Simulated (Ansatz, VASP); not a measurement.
**Al: VASP beside Ansatz**

```xyz
4
Lattice="2.8850 -0.1131 0.0630 -1.5404 2.6681 -0.1261 0.2048 -0.3548 9.2485" Properties=species:S:1:pos:R:3 pbc="T T T"
Al   -0.2497    0.0086   -0.1445
Al    0.1291    1.7351    2.2491
Al   -0.0150   -0.3979    4.7687
Al    1.7873    0.6772    6.9363
```

Alike in both runs: task single point; functional PBE; k mesh 14 × 14 × 4; occupations gaussian, width 0.1 eV; no spin polarisation.

```csv
,VASP,Ansatz
version,VASP 6.6.1,Ansatz 0.2.0
potentials or method,"VASP PAW PBE potentials, release 64 (Al)","scalar-relativistic, plane waves, PAW"
plane-wave cutoff (eV),520,420
valence electrons in the cell,12,12
```

```csv
,VASP,Ansatz,Ansatz less VASP
gap on the k mesh at the Fermi level (eV),none,none,-
pressure (GPa),-0.8,-0.8,+0.03
largest component of the traceless stress (GPa),3.23,3.24,+0.007
rms of the force components (eV/Å),0.295,0.295,+0.0002
```

Atom by atom the forces differ by 0.000 eV/Å (rms over components). A gap of «none» marks a metal or a gap that the smearing closes. Ansatz warned: «near_symmetry_operations_not_taken».
